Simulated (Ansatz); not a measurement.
# PbS: the cost of one run

Computed with Ansatz 0.2.0 (DFT PBE, scalar-relativistic, unless a step's input says otherwise).

## 1. Starting point

It takes space group C2/m (No. 12, monoclinic). Conventional cell: a = 5.881 Å, b = 5.800 Å, c = 11.759 Å, α = 90.00°, β = 95.27°, γ = 90.00°. Pb (site symmetry m) is surrounded by 5 S at 2.75 to 2.98 Å. S (site symmetry m) is surrounded by 5 Pb at 2.75 to 2.98 Å.

Coordinates:

```xyz
4
Lattice="2.9405 -2.9000 0.0000 2.9405 2.9000 0.0000 -1.0801 0.0000 11.7093" Properties=species:S:1:pos:R:3 pbc="T T T"
Pb    3.8740    0.0000    7.4516
Pb    0.9270    0.0000    4.2577
S     0.9319    0.0000    7.0092
S     3.8690    0.0000    4.7001
```

Atoms are numbered in the order of the input: Pb1, Pb2, S3, S4.

## 2. Volume × 0.94, LAPW

input.yaml reads:

```yaml
crystal:
  lattice:
    - [2.8804729527, -2.8407997153, 0.0]
    - [2.8804729527, 2.8407997153, 0.0]
    - [-1.0580019767, 0.0, 11.4702578269]
  atoms:
    - { symbol: Pb, position: [0.7756, 0.7756, 0.63638] }
    - { symbol: Pb, position: [0.2244, 0.2244, 0.36362] }
    - { symbol: S, position: [0.2684, 0.2684, 0.5986] }
    - { symbol: S, position: [0.7316, 0.7316, 0.4014] }
kpoints:
  mp_grid: { grid: [7, 7, 3] }
  band_path:
    path:
      - [0.0, 0.0, 0.0]
      - [-0.4952296494, 0.4952296494, 0.0]
      - [-0.5047703506, -0.4952296494, 0.0]
      - [-0.5, -0.5, 0.0]
      - [0.0, 0.0, 0.0]
      - [-0.5, -0.5, 0.5]
      - [-0.5160352562, -0.4839647438, 0.5]
      - [-0.4839647438, 0.4839647438, 0.5]
      - [0.0, 0.0, 0.5]
    npoints: 5
scf:
  occupations: { method: fermi_dirac, width: 0.01 }
hamiltonian:
  xc: pbe
  pseudopotentials: { kind: all_electron, lapw: { basis_error: 0.0005 } }
output:
  forces: true
  stress: true
  eigenvalues: true
```

The run is started by

```bash
ansatz run input.yaml --threads 1 --pin off --max-ram 4096MiB --backend cpu --events-out ev --progress --plain --runs-dir out
```

Q: Estimate wall time and peak memory on 1 thread of Arm Neoverse V1, shared host.

About 2.1 min, with a peak of 0.73 GiB.
